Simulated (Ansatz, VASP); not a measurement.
**MgO in VASP and in Ansatz**

INCAR

```
PREC     = Accurate       # precision mode
ENCUT    = 520            # plane-wave cutoff, eV
EDIFF    = 1E-6           # SCF threshold, eV
ISMEAR   = -1             # smearing method
SIGMA    = 0.02           # smearing width, eV
LREAL    = F              # projectors in reciprocal space
LASPH    = T              # aspherical terms in the spheres
NELM     = 80             # most SCF steps
ALGO     = Normal         # electronic algorithm
ISIF     = 2              # what is computed and relaxed
LWAVE    = F              # write WAVECAR
LCHARG   = T              # write CHGCAR
GGA      = PE             # functional
LELF     = T              # ELF
LVHAR    = T            
NBANDS   = 11             # bands
```

File KPOINTS:

```
regular mesh
0
Gamma
  10 10 10
```

The input POSCAR:

```
MgO
1.0
    0.0000000000      2.1021674168      2.1021674168
    2.1580850701      0.0000000000      2.1021674168
    2.1580850701      2.1021674168      0.0000000000
Mg O
1 1
Direct
    0.0000000000      0.0000000000      0.0000000000
    0.5000000000      0.5000000000      0.5000000000
```

Input for Ansatz:

```yaml
crystal:
  lattice:
    - [0.0, 2.1021674168, 2.1021674168]
    - [2.1580850701, 0.0, 2.1021674168]
    - [2.1580850701, 2.1021674168, 0.0]
  atoms:
    - { symbol: Mg, position: [0.0, 0.0, 0.0] }
    - { symbol: O, position: [0.5, 0.5, 0.5] }
kpoints:
  mp_grid: { grid: [10, 10, 10] }
  band_path:
    path:
      - [0.0, 0.0, 0.0]
      - [0.5, 0.0, 0.5]
      - [0.625, 0.25, 0.625]
      - [0.375, 0.375, 0.75]
      - [0.5, 0.5, 0.5]
      - [0.5, 0.25, 0.75]
    npoints: 1
hamiltonian:
  xc: pbe
scf:
  occupations: { method: fermi_dirac, width: 0.02 }
  n_extra_bands: 4
output:
  forces: true
  stress: true
  eigenvalues: true
```

Change from the starting cell: uniaxial_x strain +2.7%.

Alike in both runs: task single point; functional PBE; k mesh 10 × 10 × 10; occupations fermi-dirac, width 0.02 eV; no spin polarisation.

```csv
,VASP,Ansatz
version,VASP 6.6.1,Ansatz 0.2.0
potentials or method,"VASP PAW PBE potentials, release 64 (Mg, O)","plane waves, PAW"
plane-wave cutoff (eV),520,420
valence electrons in the cell,8,16
```

Ansatz gave:

```
gap on the k mesh at the Fermi level (eV)       : 4.50
pressure (GPa)                                  : 1.6
largest component of the traceless stress (GPa) : 3.13
```

**Question.** Estimate VASP's values.

**Answer.** gap on the k mesh at the Fermi level (eV): 4.49; pressure (GPa): 0.8; largest component of the traceless stress (GPa): 3.15.

The two sets of potentials don't hold the same shells in valence.
